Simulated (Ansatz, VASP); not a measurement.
MnS in VASP and in Ansatz

```
Mn S
1.0
     0.00000    2.62175    2.62175
     2.62175    0.00000    2.62175
     2.62175    2.62175    0.00000
Mn S
1 1
Direct
  0.00000 0.00000 0.00000
  0.50000 0.50000 0.50000
```

Change from the starting cell: volume scaled by 1.02.

Alike in both runs: task single point; functional LDA; k mesh 9 × 9 × 9; occupations fermi-dirac, width 0.05 eV; collinear spin.

|  | VASP | Ansatz |
| --- | --- | --- |
| version | VASP 6.6.1 | Ansatz 0.2.0 |
| potentials or method | VASP PAW LDA potentials, release 64 (Mn_pv, S), cutoff 520 eV | all-electron LAPW, scalar-relativistic |

Ansatz gave:

```
gap on the k mesh at the Fermi level (eV)                     : none
pressure (GPa)                                                : -12.1
net moment per atom (μB)                                      : 2.31
size of the moment on the site where the two differ most (μB) : 4.34
```

What did VASP give for the same quantities?

gap on the k mesh at the Fermi level (eV): none; pressure (GPa): -12.8; net moment per atom (μB): 2.28; size of the moment on the site where the two differ most (μB): 4.12.

Site moments also hang on the region over which each program counts them. A gap of «none» marks a metal or a gap that the smearing closes. Ansatz ran all-electron here, so the differences hold the error of VASP's frozen core and of both bases.

Caveats: a cell with one magnetic atom can't hold antiferromagnetic order, which such compounds often take; semilocal functionals often make such compounds metallic where correlation or magnetic order opens a gap, which also shifts bond lengths.
